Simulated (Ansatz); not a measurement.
A (100) slab of W (Fm-3m (No. 225)), 6 planes, outer planes W (top) and W (bottom), with 6 atoms (W6) in a surface cell of A = 8.149 Å², as cut from the bulk:

```
CELL_PARAMETERS angstrom
2.85459 0.00000 0.00000
0.00000 2.85459 0.00000
0.00000 0.00000 25.09252
ATOMIC_POSITIONS crystal
W 0.50000 0.50000 0.29889
W 0.00000 0.00000 0.37934
W 0.50000 0.50000 0.45978
W 0.00000 0.00000 0.54022
W 0.50000 0.50000 0.62066
W 0.00000 0.00000 0.70111
```

All numbers below come from Ansatz, DFT PBE, scalar-relativistic, plane waves, PAW. Cutoff 420 eV; k points 12×12×1 on the computed 6-atom cell (Γ-centred); Gaussian smearing, width 0.10 eV; no spin polarisation.

Against the same 6 atoms in the bulk, the slab as cut lies 3.383 eV higher and the relaxed slab 3.376 eV higher.

Q: Work out the surface energy before and after relaxation.

A: The slab has two faces, so γ = (E_slab − N·E_bulk)/(2A), the mean of both. As cut: 3.383/(2 × 8.149) = 0.2076 eV/Å², and 1 eV/Å² = 16.02 J/m², so γ = 3.33 J/m². Relaxed: 3.376/(2 × 8.149) = 0.2071 eV/Å² = 3.32 J/m². Relaxation recovers 0.2 % of the cost of cutting.

Q: A cut through this plane breaks about 4 nearest-neighbour bonds a surface cell. What does each broken bond cost, before relaxation?

A: One cut makes two faces and costs 2γA = 3.383 eV, shared by 4 bonds: 0.85 eV a bond. In a metal this is less than the cohesive energy a bond, since the bonds that remain at the surface strengthen.

Q: What is the ideal work of this cut, per area?

A: Griffith's ideal work is 2γ: 6.65 J/m² if the new faces stay rigid, 6.64 J/m² if they relax. One thickness was run, 6 planes, so γ can still shift with it.

The reference crystal is the fcc form of W, which isn't its usual structure.